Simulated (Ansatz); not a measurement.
A run of Ansatz 0.2.0 is set up as follows.

input.yaml

```yaml
crystal:
  lattice:
    - [2.0, 1.1547005384, 8.44]
    - [-2.0, 1.1547005384, 8.44]
    - [0.0, -2.3094010768, 8.44]
  atoms:
    - { symbol: In, position: [0.8886, 0.8886, 0.8886] }
    - { symbol: In, position: [0.0, 0.0, 0.0] }
    - { symbol: Se, position: [0.1719, 0.1719, 0.1719] }
    - { symbol: Se, position: [0.3835, 0.3835, 0.3835] }
hamiltonian:
  xc: pbe
  pseudopotentials: { kind: paw_fr }
magnetization:
  noncollinear: true
  spin_orbit: true
kpoints:
  mp_grid: { grid: [6, 6, 6] }
  band_path:
    path:
      - [[0.0, 0.0, 0.0], [0.5, 0.0, 0.0], [0.5, 0.1791451724, -0.1791451724]]
      - [[0.8208548276, 0.5, 0.1791451724], [0.5, 0.5, 0.5], [0.0, 0.0, 0.0], [0.3395725862, 0.0, -0.3395725862]]
      - [[0.6604274138, 0.3395725862, 0.0], [0.5, 0.5, 0.0], [0.6604274138, 0.6604274138, 0.1791451724], [0.5, 0.5, 0.5]]
      - [[0.5, 0.0, 0.0], [0.8208548276, 0.3395725862, 0.3395725862]]
    npoints: 14
scf:
  occupations: { method: fermi_dirac, width: 0.05 }
  n_extra_bands: 10
output:
  forces: true
  stress: true
  eigenvalues: true
  fatbands: true
```

Potentials or basis: Ansatz PAW.

Command:

```sh
$ ansatz run input.yaml --threads 2 --pin off --max-ram 5632MiB --backend cpu --events-out ev --progress --plain --runs-dir out
```

**Question.** Estimate the band gap along the path.

**Answer.** 0.42 eV, direct.

**Question.** Predict the band gap on the k mesh.

**Answer.** 0.42 eV, direct.

**Question.** Predict the largest force.

**Answer.** 0.367 eV/Å.

**Question.** Predict the pressure.

**Answer.** 2.7 GPa.

Forces on the atoms (eV/Å):
```
In   0.000  0.000  0.367
In   0.000  0.000 -0.352
Se   0.000  0.000 -0.252
Se   0.000  0.000  0.237
```

**What was measured.**

From “The Interaction of Hydrogen with the van der Waals Crystal γ-InSe”, 2020, pmc:7321205, for a bulk crystal of InSe at 300 K: band gap 1.25 eV.

Against the measured gap of InSe, 1.25 eV (300 K; “The Interaction of Hydrogen with the van der Waals Crystal γ-InSe”, 2020, pmc:7321205), the calculated 0.42 eV is off by -0.83 eV. The value is that of PBE, without temperature or zero-point motion. Semilocal functionals fall short of measured gaps as a rule.
